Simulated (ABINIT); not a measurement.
**Bi in ABINIT: the effect of functional**

The system is Bi.

```
CELL_PARAMETERS angstrom
-1.98143 1.98143 1.98143
1.98143 -1.98143 1.98143
1.98143 1.98143 -1.98143
ATOMIC_POSITIONS crystal
Bi 0.00000 0.00000 0.00000
```

This isn't the form of Bi at room conditions, which is rhombohedral.

Alike in all runs:

```yaml
Program: ABINIT 10.8.3 (patched build)
Task: band structure
Potentials_or_basis: JTH PAW PBE v2.0
Cutoff: 707 eV
k_mesh: 9 × 9 × 9
Occupations: fermi-dirac, width 0.05 eV
Spin: no spin polarisation
```

| functional | pressure (GPa) |
| --- | --- |
| LDA | ? |
| PBEsol | -2.5 |
| RPBE | 1.7 |
| BLYP | 4.5 |
| AM05 | -2.4 |
| r2SCAN | -0.4 |
| SCAN | -1.8 |
| revPBE | 1.3 |
| PW91 | 0.3 |
| WC | -2.3 |

Q: What does the run with functional LDA give?

A: Pressure -3.8 GPa.

Caveats: the PAW data sets were made with another functional, which shifts forces and pressure a little.

Runs at the PBE level aren't shown here.
